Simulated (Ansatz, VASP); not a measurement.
One calculation of CaS (Oldhamite), two programs

```
Ca S
1.0
     0.00000    2.78226    2.78226
     2.78226    0.00000    2.78226
     2.78226    2.78226    0.00000
Ca S
1 1
Direct
  0.00000 0.00000 0.00000
  0.50000 0.50000 0.50000
```

Alike in both runs: functional LDA; k mesh 8 × 8 × 8; occupations gaussian, width 0.02 eV; no spin polarisation.

Ansatz relaxed the structure, and its values are those at the end. VASP's run is a single point on that final structure, the one shown.

|  | VASP | Ansatz |
| --- | --- | --- |
| version | VASP 6.6.1 | Ansatz 0.2.0 |
| potentials or method | VASP PAW LDA potentials, release 64 (Ca_sv, S) | scalar-relativistic, plane waves, PAW |
| plane-wave cutoff (eV) | 520 | 420 |
| valence electrons in the cell | 16 | 16 |

|  | VASP | Ansatz | Ansatz less VASP |
| --- | --- | --- | --- |
| gap on the k mesh at the Fermi level (eV) | 1.96 | 1.97 | +0.012 |
| least direct gap on the mesh (eV) | 2.83 | 2.84 | +0.012 |
| pressure (GPa) | 0.2 | 0.0 | -0.27 |

A k mesh can miss the band edges.
